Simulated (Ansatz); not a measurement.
**Tl: forces, levels, charges and fields**

One self-consistent run on Tl (a thin film with vacuum on both sides), nothing relaxed, to see the work function and the charge across the slab.

All numbers below are computed with Ansatz 0.2.0 (DFT, r2SCAN, no spin polarisation, plane waves, PAW).

### 1 The structure

Cell: a = 3.462 Å, b = 3.456 Å, c = 41.855 Å, α = 90.00°, β = 90.00°, γ = 109.32°. First neighbours, in Å of the first eight atoms: Tl1: 7 Tl at 2.92 to 3.49; Tl2: 8 Tl at 2.92 to 3.49; Tl3: 6 Tl at 3.25 to 3.46; Tl4: 7 Tl at 3.14 to 3.46; Tl5: 2 Tl at 2.95 to 3.14; Tl6: 1 Tl at 2.95; Tl7: 7 Tl at 3.30 to 3.54; Tl8: 8 Tl at 3.30 to 3.54.

As a file:

```xyz
12
Lattice="3.4618 0.0000 0.0000 -1.1437 -3.2617 0.0000 0.0000 0.0000 41.8548" Properties=species:S:1:pos:R:3 pbc="T T T"
Tl    2.0038   -2.3483    1.4521
Tl    0.7932   -1.1635    3.8352
Tl    1.1105   -2.1129    6.9254
Tl    0.7781   -0.7146    9.8765
Tl    1.6075   -2.3079   12.4524
Tl    0.9276   -0.8957   14.9497
Tl    2.1684   -2.2667   18.4353
Tl    0.6736   -0.9215   21.0488
Tl    1.6019   -2.2334   24.1812
Tl    0.7303   -0.4921   27.0871
Tl    1.9347   -2.2410   29.5525
Tl    0.4897   -0.5633   32.5017
```

Its first density is an earlier solution for the same cell, read from a checkpoint.

### 2 The run

input.yaml reads:

```yaml
crystal:
  lattice:
    - [3.46182, 0.0, 0.0]
    - [-1.14372, -3.261703, 0.0]
    - [0.0, 0.0, 41.854827]
  atoms:
    - { symbol: Tl, position: [0.816695, 0.719971, 0.034693] }
    - { symbol: Tl, position: [0.346991, 0.356708, 0.09163] }
    - { symbol: Tl, position: [0.534792, 0.647801, 0.165462] }
    - { symbol: Tl, position: [0.297151, 0.219099, 0.23597] }
    - { symbol: Tl, position: [0.698114, 0.707561, 0.297515] }
    - { symbol: Tl, position: [0.358686, 0.27462, 0.357181] }
    - { symbol: Tl, position: [0.855967, 0.69494, 0.440457] }
    - { symbol: Tl, position: [0.287928, 0.282506, 0.502901] }
    - { symbol: Tl, position: [0.68897, 0.684748, 0.577739] }
    - { symbol: Tl, position: [0.260801, 0.150865, 0.647167] }
    - { symbol: Tl, position: [0.785854, 0.687056, 0.706072] }
    - { symbol: Tl, position: [0.198525, 0.172715, 0.776535] }
kpoints:
  mp_grid: { grid: [6, 6, 1], shift: [0.0, 0.0, 0.0] }
magnetization:
  spin_polarized: false
scf:
  occupations: { method: fermi_dirac, width: 0.0961 }
  lower_state_search: "off"
  max_iter: 200
hamiltonian:
  pseudopotentials: { kind: paw }
  xc: r2scan
basis:
  ecutwfc: 500
  fft_grid_basis: typed
output:
  forces: true
  stress: true
  eigenvalues: true
  populations: true
  elf: true
  write_potential: true
  volumetric_format: npy
  dos:
    e_range: [-12, 8]
    de: 0.05
    projected: { site_lists: { Tl: [Tl] } }
    method: { smearing: { sigma: 0.1, scheme: gaussian } }
checkpoint:
  read: saved_state
```

Before running it: what results should come out? Wanted: largest force; character.

As calculated:

| quantity | value |
| --- | --- |
| largest force | 0.949 eV/Å on Tl2 |
| character | metal |
| density of states, mean within 0.25 eV of the Fermi level | 7.5 per eV per cell |

What this shows: The cell is metallic; within 0.25 eV of the Fermi level the density of states averages 7.5 per eV per cell, mostly Tl p (84 %) and Tl s (14 %). Without a dipole correction the vacuum potential can slope, so no work function is read. With forces up to 0.95 eV/Å (on Tl2), a relaxation would move the atoms.

Keep in mind: the exchange-correlation potential is rough where the density is thin; the k mesh is coarse for a cell without a gap; stress is the mean over slab and vacuum.
